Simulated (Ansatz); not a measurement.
Set up this calculation in Ansatz 0.2.0, as the native input.

- Task: relaxation of cell and atoms
- Functional: PBEsol
- Potentials or basis: Ansatz PAW
- Cutoff: 420 eV (not typed: the program's choice for these potentials)
- k mesh: 10 × 10 × 10
- Occupations: fermi-dirac, width 0.05 eV
- Spin: no spin polarisation

The system is GaN.

```
Ga N
1.0
     0.00000    2.25350    2.25350
     2.25350    0.00000    2.25350
     2.25350    2.25350    0.00000
Ga N
1 1
Direct
  0.00000 0.00000 0.00000
  0.25000 0.25000 0.25000
```

The cell is a database's computed one.

These files were run (other wordings do the same):

input.yaml

```yaml
crystal:
  lattice:
    - [0.0, 2.2535006075, 2.2535006075]
    - [2.2535006075, 0.0, 2.2535006075]
    - [2.2535006075, 2.2535006075, 0.0]
  atoms:
    - { symbol: Ga, position: [0.0, 0.0, 0.0] }
    - { symbol: "N", position: [0.25, 0.25, 0.25] }
hamiltonian:
  xc: pbesol
  pseudopotentials: { kind: paw }
kpoints:
  mp_grid: { grid: [10, 10, 10] }
scf:
  occupations: { method: fermi_dirac, width: 0.05 }
output:
  forces: true
  stress: true
relax:
  f_tol: 0.01
  max_steps: 40
  cell: { stress_tol: 0.05 }
```

Potentials or basis: Ansatz PAW.

Run with:

```console
$ ansatz run input.yaml --threads 2 --pin off --max-ram 5632MiB --backend cpu --events-out ev --progress --plain --runs-dir out
```

Results of the run:

| Property | Result |
| --- | --- |
| Relaxed volume | 11.38 Å³/atom |
| Relaxed cell | a = 3.181 Å, b = 3.181 Å, c = 3.181 Å, α = 60.00°, β = 60.00°, γ = 60.00° |
| Space group after relaxing (to 0.05 Å) | F-43m (No. 216) |
| Energy gained by relaxing | 0.2 meV/atom |
| Ionic steps | 4 |
| Pressure after relaxing | 0.0 GPa |
| Band gap on the k mesh | 1.70 eV |

Caveat: the plane-wave basis is chosen anew once the cell has moved, so the energies of steps on either side of that aren't comparable; the pressure holds a Pulay correction of +0.5 GPa for the finite cutoff; the PAW data sets come from PBE, with cores solved anew for the run's functional, which leaves a small shift of forces and pressure.

Run time: 7.7 s on 2 threads of Intel(R) Xeon(R) Processor @ 2.50GHz (Skylake/Cascade Lake), with other jobs on the host, peak memory 0.34 GiB.
